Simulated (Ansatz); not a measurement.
Crystal: As.

```
CELL_PARAMETERS angstrom
2.70368 0.00000 0.00000
0.00000 2.70368 0.00000
0.00000 0.00000 2.70368
ATOMIC_POSITIONS crystal
As 0.50000 0.50000 0.50000
```

This isn't the form of As at room conditions, which is rhombohedral.

Program: Ansatz 0.2.0. Alike in all runs: potentials or basis Ansatz PAW; no spin polarisation; cell as given; cutoff (eV) 420; smearing fermi-dirac 0.05 eV; the mesh is coarse, so values aren't converged. Hardware: 1 × NVIDIA H100 80GB HBM3 with 2 threads of AMD EPYC 7R13 Processor (Zen 3) (shared host).

**Question.** Order these runs on this cell by their wall time, lowest first.
A. task single point; level B3LYP; k mesh 5 × 5 × 5
B. task single point; level PBE0; k mesh 6 × 6 × 6
C. task band structure; level HSE06; k mesh 5 × 5 × 5; points for each segment of the path 4

**Answer.** A (4.4 s), C (9.6 s), B (19 s).

Caveats: all runs use coarse meshes.

Not every run made on this cell is shown here.
